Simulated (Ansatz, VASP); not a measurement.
C: VASP beside Ansatz

INCAR

```
  PREC = Accurate
  ENCUT = 520
  EDIFF = 1E-6
  ISMEAR = 0
  SIGMA = 0.05
  LREAL = F
  LASPH = T
  NELM = 80
  ALGO = Normal
  ISIF = 2
  LWAVE = F
  LCHARG = F
  GGA = PS
  NBANDS = 11
```

File KPOINTS:

```
regular mesh
0
Gamma
  12 12 12
```

POSCAR

```
C
1.0
    0.0000000000      1.6407280000      1.7834000000
    1.6407280000      0.0000000000      1.7834000000
    1.6407280000      1.6407280000      0.0000000000
C
2
Direct
    0.5000000000      0.5000000000      0.5000000000
    0.7500000000      0.7500000000      0.7500000000
```

Input for Ansatz:

```yaml
crystal:
  lattice:
    - [0.0, 1.640728, 1.7834]
    - [1.640728, 0.0, 1.7834]
    - [1.640728, 1.640728, 0.0]
  atoms:
    - { symbol: C, position: [0.5, 0.5, 0.5] }
    - { symbol: C, position: [0.75, 0.75, 0.75] }
basis:
  ecutwfc: 420
kpoints:
  mp_grid: { grid: [12, 12, 12] }
hamiltonian:
  xc: pbesol
scf:
  occupations: { method: gaussian, width: 0.05 }
output:
  forces: true
  stress: true
  eigenvalues: true
```

Change from the starting cell: strain -0.080 along x and y, +0.000 along z, atoms carried along.

Alike in both runs: task single point; functional PBEsol; k mesh 12 × 12 × 12; occupations gaussian, width 0.05 eV; no spin polarisation.

|  | VASP | Ansatz |
| --- | --- | --- |
| version | VASP 6.6.1 | Ansatz 0.2.0 |
| potentials or method | VASP PAW PBE potentials, release 64 (C) | scalar-relativistic, plane waves, PAW |
| plane-wave cutoff (eV) | 520 | 420 |
| valence electrons in the cell | 8 | 8 |

```csv
,VASP,Ansatz,Ansatz less VASP
gap on the k mesh at the Fermi level (eV),3.25,3.26,+0.013
least direct gap on the mesh (eV),5.20,5.20,+0.006
pressure (GPa),94.7,92.8,-1.92
largest component of the traceless stress (GPa),65.70,65.82,+0.119
```

The functional is the same, so the differences come from potentials, cutoffs and numerics.

Caveats: the cell as given lies far from equilibrium; so large a pressure means that the cell lies far from this level's equilibrium, or that cutoff or potentials fall short (VASP); the potentials were made for another functional, which shifts forces and pressure (VASP).
